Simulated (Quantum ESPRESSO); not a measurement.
The system is HgTe (Coloradoite).

```
Hg Te
1.0
     0.00000    3.21450    3.21450
     3.21450    0.00000    3.21450
     3.21450    3.21450    0.00000
Hg Te
1 1
Direct
  0.00000 0.00000 0.00000
  0.75000 0.75000 0.75000
```

| Quantity | Value |
| --- | --- |
| Program | Quantum ESPRESSO 7.5 |
| Task | phonons |
| Functional | rev-vdW-DF2 |
| Potentials or basis | PseudoDojo 0.4.1 SR PBE standard |
| Cutoff | 1088 eV |
| Density cutoff | 4354 eV |
| k mesh | 6 × 6 × 6 |
| Occupations | cold, width 0.272 eV |
| Spin | no spin polarisation |
| Mixing beta | 0.5 |
| Most SCF iterations | 120 |
| SCF threshold | 4e-10 Ry |

The cell and the atoms were relaxed first, to 35.89 Å³/atom (a = 4.665 Å, b = 4.665 Å, c = 4.665 Å, α = 60.00°, β = 60.00°, γ = 60.00°), and the response was taken there.

**Question.** Which optical modes does the crystal have at the zone centre, and which show in infrared and Raman spectra?

**Answer.** The optical modes are T2. Infrared active: T2. Raman active: T2.

Optical modes at Γ, degenerate ones joined:
```csv
cm⁻¹,components,symmetry,active in
102,3,T2,IR and Raman
```

Caveat: the mesh is thin for the phonons of a metal; the potentials were made for another functional, which shifts forces and pressure.
